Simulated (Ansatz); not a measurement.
GaN, 2 atoms in the cell. It takes space group F-43m (No. 216, cubic). Conventional cell: a = 4.507 Å, b = 4.507 Å, c = 4.507 Å, α = 90.00°, β = 90.00°, γ = 90.00°. Ga (site symmetry -43m) is surrounded by 4 N at 1.95 Å. Around N (site symmetry -43m) lie 4 Ga at 1.95 Å. The cell is a database's computed one.

```yaml
Program: Ansatz 0.2.0
Task: single point
Functional: PBE
Potentials_or_basis: all-electron LAPW, scalar-relativistic
Cutoff: 422 eV (chosen from the basis error)
Basis_error_allowed: 0.001 eV/atom
k_mesh: 10 × 10 × 10
Occupations: gaussian, width 0.026 eV
Spin: no spin polarisation
```

Potentials or basis: all-electron LAPW, scalar-relativistic.

Command:

```bash
$ ansatz run input.yaml --threads 1 --pin off --max-ram 3072MiB --backend cpu --events-out ev --progress --plain --runs-dir out
```

Hardware: 1 thread of Intel(R) Xeon(R) Processor @ 2.70GHz (shared host).

**Question.** How long does it take, and how much memory?

**Answer.** It took 15 s on 1 thread of Intel(R) Xeon(R) Processor @ 2.70GHz (shared host), peak memory 0.32 GiB. Counts: scf iterations 8, plane waves 459, k points 47, bands 18.
